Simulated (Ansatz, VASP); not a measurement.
WC in VASP and in Ansatz

```
W C
1.0
     0.00000    2.19268    2.19268
     2.19268    0.00000    2.19268
     2.19268    2.19268    0.00000
W C
1 1
Direct
  0.00000 0.00000 0.00000
  0.50000 0.50000 0.50000
```

Measurements of this composition are mostly on another form, of space group No. 187.

Alike in both runs: task single point; functional r2SCAN; k mesh 10 × 10 × 10; occupations fermi-dirac, width 0.05 eV; no spin polarisation.

|  | VASP | Ansatz |
| --- | --- | --- |
| version | VASP 6.6.1 | Ansatz 0.2.0 |
| potentials or method | VASP PAW PBE potentials, release 64 (W_sv, C) | Ansatz PAW |
| plane-wave cutoff (eV) | 520 | 500 |
| valence electrons in the cell | 18 | 18 |

|  | VASP | Ansatz | Ansatz less VASP |
| --- | --- | --- | --- |
| gap on the k mesh at the Fermi level (eV) | none | none | - |
| pressure (GPa) | -3.8 | -5.4 | -1.59 |

A gap of «none» marks a metal or a gap that the smearing closes. The functional is the same, so the differences come from potentials, cutoffs and numerics.

Caveats: the PAW data sets were made with another functional, which shifts forces and pressure a little (VASP); the PAW data sets come from PBE, with cores solved anew for the run's functional, which leaves a small shift of forces and pressure (Ansatz). Spin-orbit coupling is left out, which matters for the levels of W.
